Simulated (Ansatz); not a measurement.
# Ti3Ni: equation of state with r2SCAN

The system is Ti3Ni.

```
Ni Ti
1.0
     3.93518    0.00000    0.00000
     0.00000    3.93518    0.00000
     0.00000    0.00000    3.93518
Ni Ti
1 3
Direct
  0.00000 0.00000 0.00000
  0.50000 0.50000 0.00000
  0.50000 0.00000 0.50000
  0.00000 0.50000 0.50000
```

The cell comes from a database or a generator and needn't be the stable form of this composition.

```json
{
 "Program": "Ansatz 0.2.0",
 "Task": "equation of state",
 "Functional": "r2SCAN",
 "Potentials or basis": "Ansatz PAW",
 "Cutoff": "500 eV",
 "Density cutoff": "2000 eV",
 "k mesh": "7 × 7 × 7",
 "Occupations": "fermi-dirac, width 0.05 eV",
 "Spin": "collinear spin, ferromagnetic start",
 "Starting moments": "[1.0, 1.0, 1.0, 1.0] μB"
}
```

```
Equilibrium volume                      : 15.09 Å³/atom
Bulk modulus                            : 124 GPa
Pressure derivative of the bulk modulus : 5.5 (rough: it moves with the points fitted)
```

Energy against volume, from the lowest point:
| volume (Å³/atom) | energy (meV/atom) |
| --- | --- |
| 14.321 | 16.27 |
| 14.625 | 5.15 |
| 14.930 | 0.00 |
| 15.235 | 0.29 |
| 15.539 | 4.36 |
| 15.844 | 12.56 |
| 16.149 | 24.51 |

All runs of the series together: 110 s on 2 threads of Arm Neoverse V2 (shared host).

Caveat: the magnetic or orbital state may not be the lowest; the PAW data sets were made with another functional, which shifts forces and pressure a little.
